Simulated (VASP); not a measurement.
Set up this calculation in VASP 6.6.1, as the native input.

| Property | Result |
| --- | --- |
| Task | relaxation of cell and atoms |
| Functional | PBE |
| Dispersion | D3(BJ) |
| Potentials or basis | VASP PAW PBE potentials, release 64 (Mo_sv, S) |
| Cutoff | 600 eV |
| k mesh | 12 × 12 × 3 |
| Occupations | gaussian, width 0.03 eV |
| Spin | no spin polarisation |
| Further INCAR settings | ALGO = Normal; EDIFF = 1e-06; IBRION = 2; EDIFFG = -0.01; NSW = 90; ISIF = 3 |

The structure of MoS2 lies in POSCAR:

```
MoS2
1.0
    3.1690000000      0.0000000000      0.0000000000
   -1.5845000000      2.7444345046      0.0000000000
    0.0000000000      0.0000000000     12.3240000000
Mo S
2 4
Direct
    0.3333333333      0.6666666667      0.2500000000
    0.6666666667      0.3333333333      0.7500000000
    0.3333333333      0.6666666667      0.6230000000
    0.6666666667      0.3333333333      0.1230000000
    0.3333333333      0.6666666667      0.8770000000
    0.6666666667      0.3333333333      0.3770000000
```

The input as run:

INCAR

```
SYSTEM = MoS2
  PREC = Accurate
  ENCUT = 600
  EDIFF = 1E-6
  ISMEAR = 0
  SIGMA = 0.03
  LREAL = .FALSE.
  LASPH = .TRUE.
  NELM = 80
  ALGO = Normal
  ISIF = 3
  LWAVE = .FALSE.
  LCHARG = .FALSE.
  GGA = PE
  IVDW = 12
  IBRION = 2
  NSW = 90
  EDIFFG = -0.01
  KPAR = 4
```

KPOINTS

```
Automatic mesh
0
G
  12 12 3
  0 0 0
```

Potentials or basis: VASP PAW PBE potentials, release 64 (Mo_sv, S).

Launch:

```sh
$ cat potpaw_PBE.64/Mo_sv/POTCAR potpaw_PBE.64/S/POTCAR > POTCAR
$ mpirun -np 4 vasp_std > vasp.out
```

Results of the run:

```yaml
Relaxed_volume: 17.30 Å³/atom
Relaxed_cell: a = 3.149 Å, b = 3.149 Å, c = 12.089 Å, α = 90.00°, β = 90.00°, γ = 120.00°
Space_group_after_relaxing_to_0.05_Å: P6_3/mmc (No. 194)
Energy_gained_by_relaxing: 2.8 meV/atom
Ionic_steps: 11
Pressure_after_relaxing: 0.0 GPa
Band_gap_on_the_k_mesh: 0.80 eV, indirect (least direct gap 1.71 eV)
Dispersion_energy_per_atom: -0.438 eV
```

Caveat: an odd mesh through Γ misses points on the zone boundary, where band edges often lie.

It took 3.5 min on 4 MPI ranks on AMD EPYC 9R45 (Zen 5), on a shared host, peak memory 0.34 GiB a rank.
